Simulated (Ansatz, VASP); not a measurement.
## One calculation of RbBr, two programs

File INCAR:

```
PREC = Accurate
ENCUT = 520
EDIFF = 1E-7
ISMEAR = -1
SIGMA = 0.03
LREAL = F
LASPH = T
NELM = 80
ALGO = Normal
ISIF = 2
LWAVE = F
LCHARG = F
GGA = PS
NBANDS = 15
```

File KPOINTS:

```
Automatic mesh
0
Gamma
  7 7 7
```

File POSCAR:

```
RbBr
1.0
    4.1260773000      0.0000000000      0.0000000000
    0.0000000000      4.1260773000      0.0000000000
    0.0000000000      0.0000000000      4.1260773000
Rb Br
1 1
Direct
    0.0000000000      0.0000000000      0.0000000000
    0.5000000000      0.5000000000      0.5000000000
```

Input for Ansatz:

```yaml
crystal:
  lattice:
    - [4.1260773, 0.0, 0.0]
    - [0.0, 4.1260773, 0.0]
    - [0.0, 0.0, 4.1260773]
  atoms:
    - { symbol: Rb, position: [0.0, 0.0, 0.0] }
    - { symbol: Br, position: [0.5, 0.5, 0.5] }
kpoints:
  mp_grid: { grid: [7, 7, 7] }
  band_path:
    path:
      - [0.0, 0.0, 0.0]
      - [0.0, 0.5, 0.0]
      - [0.5, 0.5, 0.0]
      - [0.0, 0.0, 0.0]
      - [0.5, 0.5, 0.5]
      - [0.0, 0.5, 0.0]
      - [0.5, 0.5, 0.5]
      - [0.5, 0.5, 0.0]
    npoints: 14
scf:
  occupations: { method: fermi_dirac, width: 0.03 }
hamiltonian:
  xc: pbesol
  pseudopotentials: { kind: all_electron, lapw: { basis_error: 0.001 } }
output:
  forces: true
  stress: true
  eigenvalues: true
  populations: true
```

The cell comes from a database or a generator and needn't be the stable form of this composition.

Alike in both runs: task single point; functional PBEsol; k mesh 7 × 7 × 7; occupations fermi-dirac, width 0.03 eV; no spin polarisation.

|  | VASP | Ansatz |
| --- | --- | --- |
| version | VASP 6.6.1 | Ansatz 0.2.0 |
| potentials or method | VASP PAW PBE potentials, release 64 (Rb_sv, Br) | all-electron LAPW, scalar-relativistic |
| plane-wave cutoff (eV) | 520 | see its input |

```csv
,VASP,Ansatz,Ansatz less VASP
gap on the k mesh at the Fermi level (eV),3.93,3.93,+0.002
pressure (GPa),-0.6,-0.6,-0.04
```

Ansatz ran all-electron here, so the differences hold the error of VASP's frozen core and of both bases.

Caveats: the PAW data sets were made with another functional, which shifts forces and pressure a little (VASP); an odd mesh through Γ misses points on the zone boundary, where band edges often lie. A hybrid or GW would open this gap; PBEsol tends to underestimate it.
